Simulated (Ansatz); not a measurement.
# Ge (Imma) in Ansatz: settings compared, part 2 of 2

Ansatz 0.2.0.

## (3) Band structure, HSE03

input reads:

```
crystal:
  lattice:
    - [-2.495898, 2.650863, 1.436947]
    - [2.495898, -2.650863, 1.436947]
    - [2.495898, 2.650863, -1.436947]
  atoms:
    - { symbol: Ge, position: [0.314057, 0.064057, 0.25] }
    - { symbol: Ge, position: [0.685943, 0.935943, 0.75] }
hamiltonian:
  xc: { exchange: pbe, correlation: pbe, exx: { coeff: 0.25, omega: 0.3 } }
  pseudopotentials: { kind: paw }
kpoints:
  mp_grid: { grid: [6, 6, 6] }
  band_path:
    path:
      - [[0.0, 0.0, 0.0], [0.3234593264, 0.3234593264, -0.3234593264], [0.2950845098, 0.3518341431, -0.2950845098], [0.0, 0.5, 0.0], [0.25, 0.25, 0.25], [0.5, 0.0, 0.0], [0.6765406736, -0.3234593264, 0.3234593264], [0.5, -0.5, 0.5], [0.0, 0.0, 0.0], [-0.4716251834, 0.4716251834, 0.4716251834], [0.0, 0.0, 0.5], [0.25, 0.25, 0.25]]
      - [[-0.2950845098, 0.6481658569, 0.2950845098], [-0.4716251834, 0.4716251834, 0.4716251834]]
      - [[0.4716251834, -0.4716251834, 0.5283748166], [0.5, -0.5, 0.5]]
    npoints: 4
scf:
  occupations: { method: fermi_dirac, width: 0.05 }
  n_extra_bands: 6
output:
  forces: true
  stress: true
  eigenvalues: true
  fatbands: false
```

Potentials or basis: Ansatz PAW.

It took 57 s on 1 × NVIDIA H100 80GB HBM3 with 2 threads of AMD EPYC 7R13 (Zen 3), shared host; peak memory 2.4 GiB.

The run converged. Its results:

* Free energy: -8591.0459 eV
* Pressure: -0.5 GPa
* Largest force: 0.049 eV/Å
* Band gap on the k mesh: none (metal or under the smearing width)

Forces on the atoms (eV/Å):
```
Ge   0.000  0.000  0.049
Ge   0.000  0.000 -0.049
```

Stress tensor (GPa, compression positive):
```
-1.59  0.00  0.00
 0.00  3.60  0.00
 0.00  0.00 -3.38
```

Levels at the corners of the path, in eV from the Fermi level:
```
point  band 10  band 11  band 12  band 13  band 14  band 15  band 16  band 17  band 18  band 19
    Γ   -27.92   -14.76    -4.25    -2.90    -2.43     3.41     7.36     7.63     8.45     8.79
    X   -27.97    -8.38    -7.44    -4.44    -4.27    -3.90     3.95     5.83     7.65    10.92
    L   -27.97    -8.39    -7.48    -4.54    -4.43    -3.50     3.74     6.06     7.53    11.07
    T   -27.94    -9.23    -6.75    -3.88    -2.78    -2.29     3.09     4.23     6.91     8.81
    W   -28.01    -7.89    -7.89    -5.02    -5.02     4.00     4.00     5.47     5.47     8.18
    R   -28.02    -9.08    -7.91    -2.28    -1.98    -1.15     1.40     3.31     4.45     9.74
   X1   -27.97    -8.38    -7.44    -4.44    -4.27    -3.90     3.95     5.83     7.65    10.92
    Z   -28.03   -10.27    -9.27    -6.75    -6.45     4.66     7.13    11.44    12.09    13.35
    Γ   -27.92   -14.76    -4.25    -2.90    -2.43     3.41     7.36     7.63     8.45     8.79
    Y   -28.03   -10.25    -9.44    -6.73    -6.23     4.67     7.15    11.37    11.89    13.27
    S   -28.02   -11.70   -11.70     0.43     0.43     2.34     2.34     7.18     7.18    11.03
    W   -28.01    -7.89    -7.89    -5.02    -5.02     4.00     4.00     5.47     5.47     8.18
   L1   -27.97    -8.39    -7.48    -4.54    -4.43    -3.50     3.74     6.06     7.53    11.07
    Y   -28.03   -10.25    -9.44    -6.73    -6.23     4.67     7.15    11.37    11.89    13.27
   Y1   -28.03   -10.25    -9.44    -6.73    -6.23     4.67     7.15    11.37    11.89    13.27
    Z   -28.03   -10.27    -9.27    -6.75    -6.45     4.66     7.13    11.44    12.09    13.35
```

Caveat: the k mesh is coarse (spacing up to 0.42 Å⁻¹), so the values aren't converged, least of all with exact exchange; the PAW data sets come from PBE, with cores solved anew for the run's functional, which leaves a small shift of forces and pressure; the thresholds are loose for stress.

## (4) Band structure, HSEsol

input, as its differences from that of step 3:

```diff
@@ -9,3 +9,6 @@
 hamiltonian:
-  xc: { exchange: pbe, correlation: pbe, exx: { coeff: 0.25, omega: 0.3 } }
+  xc:
+    exchange: hjs_pbesol
+    correlation: pbesol
+    exx: { coeff: 0.25, omega: 0.207 }
   pseudopotentials: { kind: paw }
@@ -27 +30,5 @@
   fatbands: false
+  write_density: true
+  write_potential: true
+  elf: true
+  volumetric_format: npy
```

Potentials or basis: Ansatz PAW.

The program printed:

```text
Warning: output.stress: scf.convergence.dr2_threshold = 1e-7 eV (the SCF's general default) is looser than the 2e-10 eV advised for a printed stress (1e-10 eV for each atom of the cell: 2). What an SCF threshold leaves in a stress goes as its square root, and in the free energy as the threshold itself, and one threshold admits the most on a small cell: of the crystals measured, under no hybrid functional and no lock of the moments, on runs that ended without the residual-converged pass, on stresses that held no estimate of that error, the worst erred by over 100 MPa in a component at 1e-7 eV an atom and by under 5 at 1e-10. Set scf.convergence.dr2_threshold to 2e-10 eV or tighter. The threshold is an SCF's pass mark: one that does not reach it within its budget of iterations ends unconverged, or closes short of it on a stop that the run arms, and scf.convergence.dr2_threshold's page says what that costs each kind of run
Warning: output.stress: scf.exx.energy_threshold = 1e-6 eV is looser than the 2e-8 eV advised for a stress under a hybrid functional (1e-8 eV for each atom of the cell: 2). Every SCF of the exchange loop can meet its threshold on dr2 while the loop round them stops early: no threshold on dr2 bounds what that leaves in the stress. Set scf.exx.energy_threshold to 2e-8 eV or tighter. The threshold is the loop's pass mark: a loop that does not reach it within its budget of cycles ends unconverged, and scf.exx.energy_threshold's page has the law
scf.n_extra_bands = 6 over 14 filled bands (N_el = 28.0): the run solves 20 bands
GPUs: using 1 of 1 available (devices: 1).
Engine: ansatz 0.2.0, x86_64-unknown-linux-gnu
Pseudopotentials: kind: paw
Pseudopotential: Ge, paw, valence charge 14, recommended cutoff 420 eV (normal), Ge.paw.azcp
Functional definition: unnamed
  parameter a_1 = 0.25
  parameter omega_1 = 0.207/angstrom
  exchange = pbe_x(mu = 0.12345679012345678) + (-a_1)*hjs_pbesol_x_sr(omega_1) + a_1*exact_x_sr(omega_1)
  correlation = pbe_c(beta = 0.046)
[... 87 lines left out ...]
  E_exx        = -108.477869  (= α·E_x^exact, valence–valence)
  E_paw        = -3898.928164  (= ΣΔE_a)
  E_vpaw       = -507.398792  (= ΣTr[D̂ρ^β])
  E_aug_tail   = 0.000714  (compensation charges beyond the density's cutoff)
  E_ewald      = -3023.321753
  E_core_change = 0.574105  (= ΣΔE_core)
  E_smearing   = -0.005546  (= −TS)
  E_closure    = 0.000000  (closes the sum)
  Σ components = -8531.719481   (vs F -8531.719481, Δ=0.00e0)
--- Forces (eV/Å), atoms counted from 1 ---
  atom   1  Ge     0.00000000     0.00000000     0.05202872
  atom   2  Ge     0.00000000     0.00000000    -0.05202872
  max |Σ_I F_I| component: 1.39e-17 eV/Å
--- Stress (GPa, compression-positive) ---
       -4.429912       0.000000       0.000000
        0.000000       1.064606       0.000000
        0.000000       0.000000      -5.764800
  P = ⅓ Tr σ = -3.0434 GPa (-30.434 kbar)
--- Band table (eV; the first three rows and the last of 46) ---
  k-point 0: bands = ["-17.4975", "-17.4297", "-17.4269", "-17.4111", "-17.3900", "-17.3471", "-17.2959", "-17.2837", "-17.2505", "-17.1881", "-4.0722", "6.5254", "7.8994", "8.3813", "14.3941", "18.3849", "18.6573", "19.4766", "19.8241", "22.0506"]
  k-point 1: bands = ["-17.4817", "-17.4369", "-17.4301", "-17.3992", "-17.3781", "-17.3406", "-17.2977", "-17.2896", "-17.2591", "-17.2059", "-3.7316", "4.1517", "8.5365", "9.7752", "16.0468", "16.2994", "18.0081", "18.9065", "19.1053", "23.2003"]
  k-point 2: bands = ["-17.4470", "-17.4449", "-17.4286", "-17.3688", "-17.3609", "-17.3249", "-17.3060", "-17.3026", "-17.2832", "-17.2486", "-2.7106", "1.3152", "9.6167", "11.4153", "13.6194", "15.6039", "18.3605", "18.5071", "19.9871", "22.4664"]
  k-point 45: bands = ["-17.4781", "-17.4187", "-17.3818", "-17.3676", "-17.3340", "-17.3213", "-17.3126", "-17.3049", "-17.2994", "-17.2914", "0.4250", "1.4385", "3.9628", "4.2868", "15.6826", "18.1742", "22.4706", "23.1124", "24.3915", "27.8823"]
```

rho_z.tsv:

```text
# z_ang	rho[e/angstrom^3]
# format = ansatz-planar-average/11
# lattice	-2.495898000	2.650863000	1.436947000
# lattice	2.495898000	-2.650863000	1.436947000
# lattice	2.495898000	2.650863000	-1.436947000
# sites	2
# site	32	0.000000000	1.325431500	0.184093028
# site	32	2.495898000	1.325431500	1.252853972
0.000000	2.448535e-1
0.144972	2.557242e-1
0.289945	2.965141e-1
0.434917	4.012957e-1
0.579890	6.537696e-1
0.724862	1.127082e0
[... 19 lines left out ...]
3.624311	2.965141e-1
3.769283	2.557242e-1
```

It took 58 s on 1 × NVIDIA H100 80GB HBM3 with 2 threads of AMD EPYC 7R13 (Zen 3), shared host; peak memory 2.3 GiB.

Results:

```yaml
Free_energy: -8531.7195 eV
Pressure: -3.0 GPa
Largest_force: 0.052 eV/Å
Band_gap_on_the_k_mesh: none (metal or under the smearing width)
```

Forces in eV/Å, atoms in the order of the input:
```
Ge   0.000  0.000  0.052
Ge   0.000  0.000 -0.052
```

Levels at the corners of the path, in eV from the Fermi level:
```
point  band 10  band 11  band 12  band 13  band 14  band 15  band 16  band 17  band 18  band 19
    Γ   -28.08   -14.96    -4.37    -2.99    -2.51     3.50     7.49     7.76     8.58     8.93
    X   -28.13    -8.56    -7.61    -4.57    -4.36    -4.00     4.04     5.96     7.78    11.06
    L   -28.13    -8.57    -7.65    -4.64    -4.55    -3.58     3.83     6.18     7.66    11.21
    T   -28.10    -9.42    -6.92    -3.99    -2.87    -2.37     3.17     4.34     7.04     8.96
    W   -28.17    -8.07    -8.07    -5.15    -5.15     4.10     4.10     5.59     5.59     8.31
    R   -28.18    -9.27    -8.09    -2.32    -2.04    -1.18     1.47     3.39     4.55     9.88
   X1   -28.13    -8.56    -7.61    -4.57    -4.36    -4.00     4.04     5.96     7.78    11.06
    Z   -28.18   -10.47    -9.45    -6.93    -6.61     4.79     7.28    11.58    12.22    13.50
    Γ   -28.08   -14.96    -4.37    -2.99    -2.51     3.50     7.49     7.76     8.58     8.93
    Y   -28.18   -10.45    -9.63    -6.91    -6.38     4.81     7.30    11.51    12.03    13.42
    S   -28.18   -11.91   -11.91     0.45     0.45     2.40     2.40     7.32     7.32    11.19
    W   -28.17    -8.07    -8.07    -5.15    -5.15     4.10     4.10     5.59     5.59     8.31
   L1   -28.13    -8.57    -7.65    -4.64    -4.55    -3.58     3.83     6.18     7.66    11.21
    Y   -28.18   -10.45    -9.63    -6.91    -6.38     4.81     7.30    11.51    12.03    13.42
   Y1   -28.18   -10.45    -9.63    -6.91    -6.38     4.81     7.30    11.51    12.03    13.42
    Z   -28.18   -10.47    -9.45    -6.93    -6.61     4.79     7.28    11.58    12.22    13.50
```

Caveat: the k mesh is coarse (spacing up to 0.42 Å⁻¹), so the values aren't converged, least of all with exact exchange; the PAW data sets come from PBE, with cores solved anew for the run's functional, which leaves a small shift of forces and pressure; the thresholds are loose for stress.

## (5) The runs side by side

| level | gap on the mesh (eV) | pressure (GPa) | largest force (eV/Å) |
| --- | --- | --- | --- |
| HSE06 | none | -0.8 | 0.05 |
| HSE03 | none | -0.5 | 0.05 |
| HSEsol | none | -3.0 | 0.05 |

Alike in all rows: task band structure; potentials or basis Ansatz PAW; no spin polarisation; cell as given; k mesh 6 × 6 × 6; cutoff (eV) 420; smearing fermi-dirac 0.05 eV; the mesh is coarse, so values aren't converged.

Caveats: all runs use coarse meshes; the PAW data sets come from PBE, with cores solved anew for the run's functional, which leaves a small shift of forces and pressure; the thresholds are loose for stress.

Absolute energies hang on the potentials; compare differences alone.
